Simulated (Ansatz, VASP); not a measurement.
# Two plane-wave programs on AlNi

```xyz
2
Lattice="2.8810 0.0000 0.0000 0.0000 2.8810 0.0000 0.0000 0.0000 2.8810" Properties=species:S:1:pos:R:3 pbc="T T T"
Al    0.0000    0.0000    0.0000
Ni    1.4405    1.4405    1.4405
```

Alike in both runs: task relaxation of cell and atoms; functional RPBE; k mesh 14 × 14 × 14; occupations gaussian, width 0.1 eV; no spin polarisation.

|  | VASP | Ansatz |
| --- | --- | --- |
| version | VASP 6.6.1 | Ansatz 0.2.0 |
| potentials or method | VASP PAW PBE potentials, release 64 (Al, Ni) | scalar-relativistic, plane waves, PAW |
| plane-wave cutoff (eV) | 600 | 420 |
| valence electrons in the cell | 13 | 21 |

Ansatz gave:

- gap on the k mesh at the Fermi level, each at its own relaxed structure (eV): none
- relaxed volume (Å³/atom): 12.40
- relaxed cell length with the largest relative difference (Å): 2.916
- energy change over the relaxation (meV/atom): -8

Problem. What did VASP give for the same quantities?

Solution. gap on the k mesh at the Fermi level, each at its own relaxed structure (eV): none; relaxed volume (Å³/atom): 12.39; relaxed cell length with the largest relative difference (Å): 2.915; energy change over the relaxation (meV/atom): -8.

A gap of «none» marks a metal or a gap that the smearing closes. The two sets of potentials don't hold the same shells in valence.

Caveats: the PAW data sets were made with another functional, which shifts forces and pressure a little (VASP). Zero-point motion and thermal expansion aren't in these numbers. Spin polarisation is off, so any magnetic state and its effect on volume and gap are missing.
